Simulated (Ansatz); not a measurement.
The system is AlN.

```
CELL_PARAMETERS angstrom
0.00000 2.18399 2.18399
2.18399 0.00000 2.18399
2.18399 2.18399 0.00000
ATOMIC_POSITIONS crystal
Al 0.00000 0.00000 0.00000
N 0.25000 0.25000 0.25000
```

Measurements of this composition are mostly on another form, of space group No. 186.

Base run:

- Program: Ansatz 0.2.0
- Functional: BLYP
- Potentials or basis: Ansatz PAW
- Cutoff: 420 eV (not typed: the program's choice for these potentials)
- k mesh: 10 × 10 × 10
- Occupations: tetrahedron
- Spin: no spin polarisation

Its results: band gap on the k mesh 3.69 eV, indirect (least direct gap 4.49 eV); pressure 7.8 GPa.

The run is repeated on the same cell with these changes: functional from BLYP to PBE; occupations from tetrahedron to gaussian, width 0.05 eV. What comes out?

Band gap on the k mesh 3.33 eV, indirect (least direct gap 4.19 eV); pressure 4.9 GPa.

Caveats: the PAW data sets come from PBE, with cores solved anew for the run's functional, which leaves a small shift of forces and pressure (some runs); with tetrahedron occupations forces and stress needn't match the slope of the energy (some runs).

A k mesh can miss the band edges.
